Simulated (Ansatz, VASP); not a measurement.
AlN: VASP beside Ansatz

The input INCAR:

```
SYSTEM = AlN
  PREC = Accurate
  ENCUT = 520
  EDIFF = 1E-7
  ISMEAR = 0
  SIGMA = 0.05
  LREAL = .FALSE.
  LASPH = .TRUE.
  NELM = 80
  ALGO = Normal
  ISIF = 2
  LWAVE = .FALSE.
  LCHARG = .FALSE.
  GGA = PE
  NBANDS = 11
```

Contents of KPOINTS:

```
regular mesh
0
G
  10 10 10
  0 0 0
```

File POSCAR:

```
AlN
1.0
    0.0000000000      1.9614898699      2.7735466761
    1.9614898699      0.0000000000      2.7735466761
    1.9614898699      1.9614898699      0.0000000000
Al N
1 1
Direct
    0.0000000000      0.0000000000      0.0000000000
    0.7500000000      0.7500000000      0.7500000000
```

Input for Ansatz:

```yaml
crystal:
  lattice:
    - [0.0, 1.9614898665, 2.7735466713]
    - [1.9614898665, 0.0, 2.7735466713]
    - [1.9614898665, 1.9614898665, 0.0]
  atoms:
    - { symbol: Al, position: [0.0, 0.0, 0.0] }
    - { symbol: "N", position: [0.75, 0.75, 0.75] }
basis:
  ecutwfc: 420
kpoints:
  mp_grid: { grid: [10, 10, 10] }
hamiltonian:
  xc: pbe
scf:
  occupations: { method: gaussian, width: 0.05 }
output:
  forces: true
  stress: true
  eigenvalues: true
```

Alike in both runs: task single point; functional PBE; k mesh 10 × 10 × 10; occupations gaussian, width 0.05 eV; no spin polarisation.

|  | VASP | Ansatz |
| --- | --- | --- |
| version | VASP 6.6.1 | Ansatz 0.2.0 |
| potentials or method | VASP PAW PBE potentials, release 64 (Al, N) | scalar-relativistic, plane waves, PAW |
| plane-wave cutoff (eV) | 520 | 420 |
| valence electrons in the cell | 8 | 8 |

VASP gave:

| Property | Result |
| --- | --- |
| gap on the k mesh at the Fermi level (eV) | 0.95 |
| least direct gap on the mesh (eV) | 1.30 |
| pressure (GPa) | -4.4 |
| largest component of the traceless stress (GPa) | 69.00 |

Task: Estimate Ansatz's values.

Result: gap on the k mesh at the Fermi level (eV): 0.95; least direct gap on the mesh (eV): 1.30; pressure (GPa): -4.1; largest component of the traceless stress (GPa): 68.85.

A k mesh can miss the band edges. As with any semilocal functional, this PBE gap is likely too small.
